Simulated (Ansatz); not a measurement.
## MgTe: stiffness from a series of strains

```xyz
4
Lattice="4.5400 0.0000 0.0000 -2.2700 3.9318 0.0000 0.0000 0.0000 7.3950" Properties=species:S:1:pos:R:3 pbc="T T T"
Mg    0.0000    2.6212    0.0000
Mg    2.2700    1.3106    3.6975
Te    0.0000    2.6212    2.7361
Te    2.2700    1.3106    6.4336
```

Atoms are numbered in the order listed.

The cell is COD entry 1538744, as deposited and not checked against the literature; nothing was relaxed.

No spin–orbit coupling, which matters for the heavy atoms here.

Method: DFT, PBEsol, all-electron LAPW, scalar-relativistic (Ansatz 0.2.0).

Sampling and basis: a Γ-centred 9×9×5 k mesh, Fermi–Dirac smearing of 0.03 eV, basis error target 0.5 meV/atom, no spin polarisation.

The strain is applied along the Cartesian axes of the cell as listed (the other components stay zero). Fractional coordinates are held (clamped ions).

σ is the change of stress from the unstrained cell, which is at 0.44 GPa; tension is positive, so slopes are stress–strain coefficients at that pressure.

Only quantities that a quadratic follows smoothly over the whole series are listed; rougher ones are left out.

| εxx = εyy | σzz (GPa) | σxx (GPa) |
| --- | --- | --- |
| -0.0300 | -1.11 | -3.29 |
| -0.0200 | -0.70 | -2.08 |
| -0.0100 | -0.34 | -0.98 |
| 0.0000 | 0.00 | 0.00 |
| 0.0100 | 0.31 | 0.88 |
| 0.0300 | 0.85 | 2.37 |

(1) Fit the series and read off the stiffness at zero strain.

(2) One run, at εxx = εyy = 0.0200, is withheld. Predict its row.

Answers

(1) Least-squares fits y = p0 + p1 x + p2 x² to the rows give σzz (GPa): p1 = 32.6, p2 = -140; σxx (GPa): p1 = 94.1, p2 = -510. So C13 + C23 = 33 GPa and C11 + C12 = 94 GPa, for these axes.

(2) The fits give 0.60, 1.68; the run gave 0.59, 1.67.
